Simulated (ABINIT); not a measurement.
# BaS (Fm-3m): G0W0 with ABINIT, start to end, part 2 of 3

Wanted: ground state, empty states, screening and self-energy for BaS (Fm-3m).

ABINIT 10.8.3; PBE and many-body steps on it, plane waves. Known limits of the many-body steps: not at the basis limit; no spin-orbit coupling.

So far. Step 2 (Ground state): The gap is indirect, with the least direct gap 0.13 eV higher.

**3. Bands along the symmetry lines**

Level of this step: DFT, PBE, plane waves, norm-conserving pseudopotentials (ABINIT).

Levels along a band path, at the cheap level, show where the edges lie and whether the meshes to come will hold them.

Input file run.abi:

```
acell 3*1.0 Angstrom
rprim 
  0.000000000000 3.193750000000 3.193750000000
  3.193750000000 0.000000000000 3.193750000000
  3.193750000000 3.193750000000 0.000000000000
ntypat 2
znucl 56 16
natom 2
typat 1 2
xred 
  0.000000000000 0.000000000000 0.000000000000
  0.500000000000 0.500000000000 0.500000000000
pp_dirpath "pseudos"
pseudos "Ba.upf, S.upf"
ecut 20
iscf -2
irdden 1
kptopt 0
nkpt 50
kpt 
  0.00000000 0.00000000 0.00000000
  0.06250000 0.00000000 0.06250000
  0.12500000 0.00000000 0.12500000
  0.18750000 0.00000000 0.18750000
  0.25000000 0.00000000 0.25000000
  0.31250000 0.00000000 0.31250000
  0.37500000 0.00000000 0.37500000
  0.43750000 0.00000000 0.43750000
  0.50000000 0.00000000 0.50000000
  0.51562500 0.03125000 0.51562500
  0.53125000 0.06250000 0.53125000
  0.54687500 0.09375000 0.54687500
  0.56250000 0.12500000 0.56250000
  0.57812500 0.15625000 0.57812500
  0.59375000 0.18750000 0.59375000
  0.60937500 0.21875000 0.60937500
  0.62500000 0.25000000 0.62500000
  0.37500000 0.37500000 0.75000000
  0.32812500 0.32812500 0.65625000
  0.28125000 0.28125000 0.56250000
  0.23437500 0.23437500 0.46875000
  0.18750000 0.18750000 0.37500000
  0.14062500 0.14062500 0.28125000
  0.09375000 0.09375000 0.18750000
  0.04687500 0.04687500 0.09375000
  0.00000000 0.00000000 0.00000000
  0.06250000 0.06250000 0.06250000
  0.12500000 0.12500000 0.12500000
  0.18750000 0.18750000 0.18750000
  0.25000000 0.25000000 0.25000000
  0.31250000 0.31250000 0.31250000
  0.37500000 0.37500000 0.37500000
  0.43750000 0.43750000 0.43750000
  0.50000000 0.50000000 0.50000000
  0.50000000 0.46875000 0.53125000
  0.50000000 0.43750000 0.56250000
  0.50000000 0.40625000 0.59375000
  0.50000000 0.37500000 0.62500000
  0.50000000 0.34375000 0.65625000
  0.50000000 0.31250000 0.68750000
  0.50000000 0.28125000 0.71875000
  0.50000000 0.25000000 0.75000000
  0.50000000 0.21875000 0.71875000
  0.50000000 0.18750000 0.68750000
  0.50000000 0.15625000 0.65625000
  0.50000000 0.12500000 0.62500000
  0.50000000 0.09375000 0.59375000
  0.50000000 0.06250000 0.56250000
  0.50000000 0.03125000 0.53125000
  0.50000000 0.00000000 0.50000000
istwfk *1
nband 15
nbdbuf 2
tolwfr 1e-08
nstep 40
prtwf 0
prtvol 0
indata_prefix "in"
outdata_prefix "out"
tmpdata_prefix "tmp"
```

The run is started by

```
OMP_NUM_THREADS=1 mpirun -n 8 abinit run.abi > log
```

Numbers of over 12 decimals in the logs are rounded to 6 here.

Log:

```text
.Version 10.8.3 of ABINIT. v10.8.2 released Aug 2026.

 Symmetries : space group Fm -3 m (#225); Bravais cF (face-center cubic)
[... echo of the input left out ...]
== DATASET  1 ==================================================================
-   mpi_nproc: 8, omp_nthreads: 1 (-1 if OMP is not activated)

--- !DatasetInfo
iteration_state: {dtset: 1, }
dimensions: {natom: 2, nkpt: 50, mband: 15, nsppol: 1, nspinor: 1, nspden: 1, mpw: 1899, }
cutoff_energies: {ecut:  20.0, pawecutdg:  -1.0, }
electrons: {nelect:   1.60000000E+01, charge:   0.00000000E+00, occopt:   1.00000000E+00, tsmear:   1.00000000E-02, }

 Real(R)+Recip(G) space primitive vectors, cartesian coordinates (Bohr,Bohr^-1):
 R(1)=  0.0000000  6.0353128  6.0353128  G(1)= -0.0828457  0.0828457  0.0828457
 R(2)=  6.0353128  0.0000000  6.0353128  G(2)=  0.0828457 -0.0828457  0.0828457
 R(3)=  6.0353128  6.0353128  0.0000000  G(3)=  0.0828457  0.0828457 -0.0828457
 Unit cell volume ucvol=  4.3967255E+02 bohr^3
 Angles (23,13,12)=  6.00000000E+01  6.00000000E+01  6.00000000E+01 degrees

 getcut: wavevector=  0.0000  0.0000  0.0000  ngfft=  36  36  36
         ecut(hartree)=     20.000   => boxcut(ratio)=   2.09511

--- Pseudopotential description ------------------------------------------------
- Ba Generated using ONCVPSP code by D. R. Hamann
- 56.00000  10.00000  171031                  znucl, zion, pspdat
12 -101130 2 -1 1958                          pspcod,pspxc,lmax,lloc,mmax
     nproj     2     2     2
  pspatm : epsatm=   26.75150155
         --- l  ekb(1:nproj) -->
             0    6.667868    0.674319
             1    5.008801    0.408242
             2    2.532546    0.415477
 pspatm: atomic psp has been read  and splines computed

- S Generated using ONCVPSP code by D. R. Hamann
- 16.00000   6.00000  171031                  znucl, zion, pspdat
12 -101130 2 -1 1146                          pspcod,pspxc,lmax,lloc,mmax
     nproj     2     2     2
  pspatm : epsatm=    9.01821529
         --- l  ekb(1:nproj) -->
[...]
pspatm: atomic psp has been read  and splines computed

--------------------------------------------------------------------------------

================================================================================
 prteigrs : about to open file out_EIG
 Non-SCF case, kpt    1 (  0.00000  0.00000  0.00000), residuals and eigenvalues=
  3.22E-09  4.14E-09  3.63E-09  9.50E-09  5.93E-09  2.89E-09  3.98E-09  7.09E-09
  1.84E-09  1.60E-09  3.52E-09  4.33E-09  7.70E-09  9.35E-09  3.15E-09
 -8.2223E-01 -2.7251E-01 -2.7251E-01 -2.7251E-01 -2.4447E-01  1.3525E-01
  1.3525E-01  1.3525E-01  2.6850E-01  2.7880E-01  2.7880E-01  2.7880E-01
[...]
Non-SCF case, kpt    2 (  0.06250  0.00000  0.06250), residuals and eigenvalues=
  3.81E-09  7.40E-09  2.23E-09  7.49E-09  5.38E-09  9.22E-09  4.82E-09  3.32E-09
[...]
5.10E-09  3.61E-09  6.89E-09  7.17E-09  3.36E-09  3.92E-09  1.31E-09  4.17E-09
  7.78E-09  2.48E-09  3.98E-09  7.10E-09  7.97E-09  3.69E-09  6.52E-09
[...]
Non-SCF case, kpt   49 (  0.50000  0.03125  0.53125), residuals and eigenvalues=
[...]
Non-SCF case, kpt   50 (  0.50000  0.00000  0.50000), residuals and eigenvalues=
[...]
-8.2012E-01 -2.9025E-01 -2.7952E-01 -2.7952E-01 -2.4119E-01  1.1695E-01
  1.3062E-01  1.3062E-01  2.1412E-01  3.5455E-01  3.5784E-01  4.1215E-01
[...]
--- !ResultsGS
iteration_state: {dtset: 1, }
comment   : Summary of ground state results
lattice_vectors:
- [  0.0000000,   6.0353128,   6.0353128, ]
- [  6.0353128,   0.0000000,   6.0353128, ]
- [  6.0353128,   6.0353128,   0.0000000, ]
lattice_lengths: [   8.53522,    8.53522,    8.53522, ]
lattice_angles: [ 60.000,  60.000,  60.000, ] # degrees, (23, 13, 12)
lattice_volume:   4.3967255E+02
convergence: {deltae:  0.000E+00, res2:  0.000E+00, residm:  9.888E-09, diffor:  0.000E+00, }
etotal    :  -3.92812303E+01
entropy   :   0.00000000E+00
fermie    :   1.35251724E-01
cartesian_stress_tensor: null
pressure_GPa: null
xred      :
- [  0.0000E+00,   0.0000E+00,   0.0000E+00, Ba]
- [  5.0000E-01,   5.0000E-01,   5.0000E-01,  S]
cartesian_forces: null
force_length_stats: {min: null, max: null, mean: null, }

 Integrated electronic density in atomic spheres:
 ------------------------------------------------
 Atom  Sphere_radius  Integrated_density
[...]
================================================================================

 ----iterations are completed or convergence reached----

 Mean square residual over all n,k,spin=   44.410E-10; max=  98.884E-10
 reduced coordinates (array xred) for    2 atoms
       0.000000000000      0.000000000000      0.000000000000
       0.500000000000      0.500000000000      0.500000000000

 cartesian coordinates (angstrom) at end:
    1      0.000000     0.000000     0.000000
    2      3.193750     3.193750     3.193750
 length scales=  1.889726125908  1.889726125908  1.889726125908 bohr
              =  1.000000000000  1.000000000000  1.000000000000 angstroms
 prteigrs : about to open file out_EIG
 Eigenvalues (hartree) for nkpt=  50  k points:
 kpt#   1, nband= 15, wtk=  1.00000, kpt=  0.0000  0.0000  0.0000 (reduced coord)
[...]
kpt#   2, nband= 15, wtk=  1.00000, kpt=  0.0625  0.0000  0.0625 (reduced coord)
[...]
kpt#   3, nband= 15, wtk=  1.00000, kpt=  0.1250  0.0000  0.1250 (reduced coord)
[...]
kpt#  49, nband= 15, wtk=  1.00000, kpt=  0.5000  0.0313  0.5313 (reduced coord)
  -0.82012   -0.29015   -0.28021   -0.27962   -0.24023    0.11692    0.12902    0.13011
   0.21576    0.35578    0.35988    0.40673    0.41218    0.41642    0.45192
 kpt#  50, nband= 15, wtk=  1.00000, kpt=  0.5000  0.0000  0.5000 (reduced coord)
  -0.82012   -0.29025   -0.27952   -0.27952   -0.24119    0.11695    0.13062    0.13062
   0.21412    0.35455    0.35784    0.41215    0.41215    0.41678    0.44780

== END DATASET(S) ==============================================================
================================================================================

 -outvars: echo values of variables after computation  --------
            nband          15
             nkpt          50
          spgroup         225
 [... the other variables as echoed above ...]

 Calculation completed.
```

The job ended after 4.3 s (8 MPI ranks of Arm Neoverse V2, shared host; peak memory 0.47 GiB; 34 s of CPU time).

Numbers from this step:

```
gap                        : 2.146 eV
k of the valence top       : 0, 0, 0
k of the conduction bottom : 0.5, 0, 0.5
least direct gap           : 2.272 eV
```

The gap is 2.146 eV, as in the run before at this level.

Electronic bands along the path, in eV, zero at the top of the highest filled band; v1 is the highest filled band, c1 the lowest empty one:

| point | v4 | v3 | v2 | v1 | c1 | c2 | c3 | c4 |
| --- | --- | --- | --- | --- | --- | --- | --- | --- |
| Γ | -10.33 | 0.00 | 0.00 | 0.00 | 3.63 | 3.91 | 3.91 | 3.91 |
| halfway | -9.73 | -1.27 | -0.16 | -0.16 | 2.83 | 4.73 | 5.32 | 5.76 |
| X | -10.24 | -0.50 | -0.13 | -0.13 | 2.15 | 5.97 | 6.06 | 7.53 |
| halfway | -10.07 | -0.50 | -0.40 | -0.27 | 2.48 | 6.33 | 6.36 | 6.88 |
| U | -9.74 | -0.92 | -0.59 | -0.51 | 3.32 | 5.97 | 6.63 | 6.78 |
| jump to K | -9.74 | -0.92 | -0.59 | -0.51 | 3.32 | 5.97 | 6.63 | 6.78 |
| halfway | -9.47 | -1.38 | -0.86 | -0.32 | 4.09 | 4.74 | 5.02 | 5.91 |
| Γ | -10.33 | 0.00 | 0.00 | 0.00 | 3.63 | 3.91 | 3.91 | 3.91 |
| halfway | -9.56 | -1.13 | -0.61 | -0.61 | 4.12 | 4.78 | 4.78 | 5.41 |
| L | -9.10 | -1.90 | -1.06 | -1.06 | 5.58 | 5.67 | 6.35 | 6.35 |
| halfway | -9.40 | -1.45 | -0.84 | -0.76 | 4.70 | 4.89 | 6.69 | 6.91 |
| W | -9.70 | -1.10 | -0.47 | -0.47 | 4.30 | 4.30 | 6.33 | 6.90 |
| halfway | -9.95 | -0.65 | -0.51 | -0.29 | 2.79 | 6.13 | 6.18 | 6.91 |
| X | -10.24 | -0.50 | -0.13 | -0.13 | 2.15 | 5.97 | 6.06 | 7.53 |

The electronic bands as a text plot (rows in eV, shown from -8.0 to 4.8 only):

```
    4.6 |+ +++++            +++++++++ ++   +++++      ++++++
    4.0 |++++              +    +++++++++++++              +
    3.5 |+ ++             +           ++                    +
    3.0 |    +++         +                                   +
    2.4 |       +++++ +++                                     +++
    1.9 |            +
    1.4 |
    0.8 |
    0.3 |
   -0.2 |***********************************             ********
   -0.8 |  **     ***   *************      ****** *******   **
   -1.3 |    *****         ********         ***  *    ******
   -1.9 |                                      *******
   -2.4 |
   -2.9 |
   -3.5 |
   -4.0 |
   -4.5 |
   -5.1 |
   -5.6 |
   -6.1 |
   -6.7 |
   -7.2 |
   -7.7 |
         Γ           X  U|K            Γ         L        W     X
```

**4. Empty states on the mesh, 4×4×4 mesh, 315 bands**

The sums over transitions need many empty states on a uniform mesh; this step solves for them.

Input file run.abi:

```
acell 3*1.0 Angstrom
rprim 
  0.000000000000 3.193750000000 3.193750000000
  3.193750000000 0.000000000000 3.193750000000
  3.193750000000 3.193750000000 0.000000000000
ntypat 2
znucl 56 16
natom 2
typat 1 2
xred 
  0.000000000000 0.000000000000 0.000000000000
  0.500000000000 0.500000000000 0.500000000000
pp_dirpath "pseudos"
pseudos "Ba.upf, S.upf"
ecut 20
ngkpt 4 4 4
nshiftk 1
shiftk 0 0 0
kptopt 1
chksymbreak 0
irdden 1
istwfk *1
nband 315
prtvol 0
optdriver 6
gwr_task "HDIAGO"
paral_kgb 0
occopt 1
indata_prefix "in"
outdata_prefix "out"
tmpdata_prefix "tmp"
```

Log:

```text
[banner, memory and clock lines left out]
.Version 10.8.3 of ABINIT. v10.8.2 released Aug 2026.

 Symmetries : space group Fm -3 m (#225); Bravais cF (face-center cubic)
[... echo of the input left out ...]
== DATASET  1 ==================================================================
-   mpi_nproc: 8, omp_nthreads: 1 (-1 if OMP is not activated)

--- !DatasetInfo
iteration_state: {dtset: 1, }
dimensions: {natom: 2, nkpt: 8, mband: 315, nsppol: 1, nspinor: 1, nspden: 1, mpw: 1893, }
cutoff_energies: {ecut:  20.0, pawecutdg:  -1.0, }
electrons: {nelect:   1.60000000E+01, charge:   0.00000000E+00, occopt:   1.00000000E+00, tsmear:   1.00000000E-02, }

.Using double precision arithmetic; gwpc =  8

- Reading GS density from: in_DEN

--- Pseudopotential description ------------------------------------------------
- Ba Generated using ONCVPSP code by D. R. Hamann
- 56.00000  10.00000  171031                  znucl, zion, pspdat
12 -101130 2 -1 1958                          pspcod,pspxc,lmax,lloc,mmax
     nproj     2     2     2
  pspatm : epsatm=   26.75150155
         --- l  ekb(1:nproj) -->
             0    6.667868    0.674319
             1    5.008801    0.408242
             2    2.532546    0.415477
 pspatm: atomic psp has been read  and splines computed

- S Generated using ONCVPSP code by D. R. Hamann
- 16.00000   6.00000  171031                  znucl, zion, pspdat
12 -101130 2 -1 1146                          pspcod,pspxc,lmax,lloc,mmax
     nproj     2     2     2
  pspatm : epsatm=    9.01821529
         --- l  ekb(1:nproj) -->
             0    6.763951    0.574108
             1    3.227080    0.887329
             2   -3.547662   -0.986524
 pspatm: atomic psp has been read  and splines computed

   5.72315469E+02                                ecore*ucvol(ha*bohr**3)

 Total charge density [el/Bohr^3]
)     Maximum=    2.2007E-01  at reduced coord.    0.1667    0.8611    0.9722
)     Minimum=    4.6234E-04  at reduced coord.    0.0000    0.0000    0.0000
   Integrated=    1.6000E+01

 === KS gaps after direct diagonalization ===
 Indirect band gap semiconductor
 Fundamental gap:     2.146 (eV)
   VBM:     3.680 (eV) at k: [ 0.0000E+00,  0.0000E+00,  0.0000E+00]
   CBM:     5.827 (eV) at k: [ 5.0000E-01,  5.0000E-01,  0.0000E+00]
 Direct gap:         2.272 (eV) at k: [ 5.0000E-01,  5.0000E-01,  0.0000E+00]

== END DATASET(S) ==============================================================

 -outvars: echo values of variables after computation  --------
           etotal      0.0000000000E+00
            nband         315
             nkpt           8
          spgroup         225
 [... the other variables as echoed above ...]

 Calculation completed.
```

The job ended after 7.6 s (8 MPI ranks; peak memory 2 GiB).

This step gave:

* gap: 2.146 eV
* k of the valence top: 0, 0, 0
* k of the conduction bottom: 0.5, 0.5, 0
* least direct gap: 2.272 eV
* k points computed: 8
* lowest point of the top converged band, above the valence top: 149.0596 eV

On this mesh the gap is 2.146 eV.

**5. Screening, 4×4×4 mesh, 307 bands, screening to 217.7 eV**

The RPA dielectric matrix is built and inverted for each q.

This step: RPA screening on PBE, plane waves, norm-conserving pseudopotentials.

run.abi, as its differences from that of step 4:

```diff
@@ -20,10 +20,11 @@
 chksymbreak 0
-irdden 1
 istwfk *1
-nband 315
-prtvol 0
-optdriver 6
-gwr_task "HDIAGO"
-paral_kgb 0
 occopt 1
+irdwfk 1
+optdriver 3
+nband 307
+ecuteps 8
+inclvkb 2
+awtr 1
+symchi 1
 indata_prefix "in"
```

Log:

```text
.Version 10.8.3 of ABINIT. v10.8.2 released Aug 2026.

 Symmetries : space group Fm -3 m (#225); Bravais cF (face-center cubic)
[... echo of the input left out ...]
== DATASET  1 ==================================================================
-   mpi_nproc: 8, omp_nthreads: 1 (-1 if OMP is not activated)

--- !DatasetInfo
iteration_state: {dtset: 1, }
dimensions: {natom: 2, nkpt: 8, mband: 307, nsppol: 1, nspinor: 1, nspden: 1, mpw: 1893, }
cutoff_energies: {ecut:  20.0, pawecutdg:  -1.0, }
electrons: {nelect:   1.60000000E+01, charge:   0.00000000E+00, occopt:   1.00000000E+00, tsmear:   1.00000000E-02, }

 SCREENING: Calculation of the susceptibility and dielectric matrices

 Based on a program developped by R.W. Godby, V. Olevano, G. Onida, and L. Reining.
 Incorporated in ABINIT by V. Olevano, G.-M. Rignanese, and M. Torrent.
.Using double precision arithmetic ; gwpc =  8

[... cell and pseudopotentials left out ...]
--------------------------------------------------------------------------------

 ==== K-mesh for the wavefunctions ====
 Number of points in the irreducible wedge :     8
[... list of points left out ...]
 Together with 48 symmetry operations and time-reversal symmetry
 yields    64 points in the full Brillouin Zone.

 ==== Q-mesh for the screening function ====
 Number of points in the irreducible wedge :     8
[... list of points left out ...]
 Together with 48 symmetry operations and time-reversal symmetry
 yields    64 points in the full Brillouin Zone.

 setmesh: FFT mesh size selected  =    30x   30x   30
          total number of points  =        27000

 vcoul_init : cutoff-mode = AUXILIARY_FUNCTION
 q-points for optical limit:   1
     1)      0.000010    0.000020    0.000030

- screening: taking advantage of time-reversal symmetry
- Maximum band index for partially occupied states nbvw = 8
- Remaining bands to be divided among processors   nbcw = 299
- Number of bands treated by each node ~37

 Number of electrons calculated from density =   16.0000; Expected =   16.0000
 average of density, n =  0.036391
 r_s =    1.8720
 omega_plasma =   18.4014 [eV]

 calculating chi0 at frequencies [eV] :
  1    0.000000E+00    0.000000E+00
  2    0.000000E+00    1.840140E+01

--------------------------------------------------------------------------------
  q-point number  1        q = ( 0.000000, 0.000000, 0.000000) [r.l.u.]
--------------------------------------------------------------------------------
[... chi0 elements left out ...]
 For q-point:  0.000010 0.000020 0.000030
  dielectric constant =   4.7383
  dielectric constant without local fields =   5.5894

  Average fulfillment of the sum rule on Im[epsilon] for q-point    1 :     96.60  [%]
[... wings left out ...]
  q-point number  2        q = ( 0.250000, 0.000000, 0.000000) [r.l.u.]
--------------------------------------------------------------------------------
[... chi0 elements left out ...]
  Average fulfillment of the sum rule on Im[epsilon] for q-point    2 :    100.50  [%]

 [... 6 further q-points ...]
```

Wall time 57 s (8 MPI ranks); peak memory 2.1 GiB.

Numbers from this step:

```yaml
eps_infinity_with_local_fields_on_this_mesh_along_the_program_s_q_direction: 4.738
the_same_without_local_fields: 5.589
plasma_frequency: 18.40 eV
plane_waves_in_the_screening_matrix: 531
```

Local fields lower ε∞ by 15 %.

(Part 2 of 3 ends here.)

[Paths, hosts, dates, memory and timing lines, banners, echoed tables and standing remarks are left out of the program output.]

[Logs are printed without paths, hosts, clocks, repeated set-up lines and the standing remarks that a program may print on its own settings, such as how far it seeks lower states.]

[Runs of the session that timed out or met a known fault of the program may be left out.]

[Hosts, paths, dates, database ids (printed as entryN), source tags and the programs' standing remarks are cut or masked in the printed files.]

[G0W0 gaps are taken among the corrected bands and points alone; a level outside them can change the order at an edge.]

[Where Ansatz stands beside ABINIT at settings called matched, ABINIT's density can come from a denser mesh and the files from another edition; pairs whose starting gaps differed by over 0.03 eV were left out, so agreement reads better than it is.]
